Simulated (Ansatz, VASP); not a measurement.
TePb in VASP and in Ansatz

File INCAR:

```
SYSTEM = TePb
PREC = Accurate ; ENCUT = 520
EDIFF = 1E-6 ; ISMEAR = 0
SIGMA = 0.02 ; LREAL = .FALSE.
LASPH = .TRUE. ; NELM = 60
ALGO = Normal ; ISIF = 2
LWAVE = .FALSE. ; LCHARG = .FALSE.
GGA = PE ; NBANDS = 17
```

File KPOINTS:

```
regular mesh
0
G
  10 10 10
  0 0 0
```

Contents of POSCAR:

```
TePb
1.0
    0.0000000000      3.0835083803      3.0835083803
    3.0835083803      0.0000000000      3.0835083803
    3.0835083803      3.0835083803      0.0000000000
Pb Te
1 1
Direct
    0.0000000000      0.0000000000      0.0000000000
    0.5000000000      0.5000000000      0.5000000000
```

Input for Ansatz:

```yaml
crystal:
  lattice:
    - [0.0, 3.0835083803, 3.0835083803]
    - [3.0835083803, 0.0, 3.0835083803]
    - [3.0835083803, 3.0835083803, 0.0]
  atoms:
    - { symbol: Pb, position: [0.0, 0.0, 0.0] }
    - { symbol: Te, position: [0.5, 0.5, 0.5] }
basis:
  ecutwfc: 420
kpoints:
  mp_grid: { grid: [10, 10, 10] }
hamiltonian:
  xc: pbe
scf:
  occupations: { method: gaussian, width: 0.02 }
output:
  forces: true
  stress: true
  eigenvalues: true
```

Alike in both runs: task single point; functional PBE; k mesh 10 × 10 × 10; occupations gaussian, width 0.02 eV; no spin polarisation.

|  | VASP | Ansatz |
| --- | --- | --- |
| version | VASP 6.6.1 | Ansatz 0.2.0 |
| potentials or method | VASP PAW PBE potentials, release 64 (Pb_d, Te) | scalar-relativistic, plane waves, PAW |
| plane-wave cutoff (eV) | 520 | 420 |
| valence electrons in the cell | 20 | 30 |

Ansatz gave:

```
gap on the k mesh at the Fermi level (eV) : 0.36
least direct gap on the mesh (eV)         : 0.36
pressure (GPa)                            : 11.2
```

What did VASP give for the same quantities?

gap on the k mesh at the Fermi level (eV): 0.37; least direct gap on the mesh (eV): 0.37; pressure (GPa): 11.1.

The functional is the same, so the differences come from potentials, cutoffs and numerics. The two sets of potentials don't hold the same shells in valence.

Caveats: spin-orbit coupling is left out, which as a rule narrows the gap of such compounds by several tenths of an eV.
